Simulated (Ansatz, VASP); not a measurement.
KI in VASP and in Ansatz

```
CELL_PARAMETERS angstrom
6.08888 0.00000 0.00000
-3.04444 5.27313 0.00000
0.00000 0.00000 7.11966
ATOMIC_POSITIONS crystal
K 0.33333 0.66667 0.93657
K 0.66667 0.33333 0.43657
I 0.33333 0.66667 0.43657
I 0.66667 0.33333 0.93657
```

The cell was built by a generator and needn't be a form met in nature.

Alike in both runs: task single point; functional PBE; k mesh 6 × 6 × 4; occupations gaussian, width 0.02 eV; no spin polarisation.

|  | VASP | Ansatz |
| --- | --- | --- |
| version | VASP 6.6.1 | Ansatz 0.2.0 |
| potentials or method | VASP PAW PBE potentials, release 64 (K_sv, I) | scalar-relativistic, plane waves, PAW |
| plane-wave cutoff (eV) | 520 | 420 |
| valence electrons in the cell | 32 | 52 |

```csv
,VASP,Ansatz,Ansatz less VASP
gap on the k mesh at the Fermi level (eV),3.75,3.75,+0.004
least direct gap on the mesh (eV),3.75,3.75,+0.004
pressure (GPa),0.0,0.0,-0.01
```

The two sets of potentials don't hold the same shells in valence.

Caveats: spin-orbit coupling is left out, which moves the levels of the heavy elements. A k mesh can miss the band edges. As with any semilocal functional, this PBE gap is likely too small.
